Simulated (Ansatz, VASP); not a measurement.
# One calculation of Rb, two programs

```
Rb
1.0
     0.00000    4.82755    4.82755
     4.82755    0.00000    4.82755
     4.82755    4.82755    0.00000
Rb
2
Direct
  0.87500 0.87500 0.87500
  0.12500 0.12500 0.12500
```

Change from the starting cell: volume scaled by 0.95, LAPW.

Alike in both runs: task single point; functional LDA; k mesh 7 × 7 × 7; occupations fermi-dirac, width 0.08 eV; no spin polarisation.

|  | VASP | Ansatz |
| --- | --- | --- |
| version | VASP 6.6.1 | Ansatz 0.2.0 |
| potentials or method | VASP PAW LDA potentials, release 64 (Rb_sv), cutoff 520 eV | all-electron LAPW, scalar-relativistic |

|  | VASP | Ansatz | Ansatz less VASP |
| --- | --- | --- | --- |
| pressure (GPa) | 0.1 | 0.1 | 0.00 |

Ansatz ran all-electron here, so the differences hold the error of VASP's frozen core and of both bases.
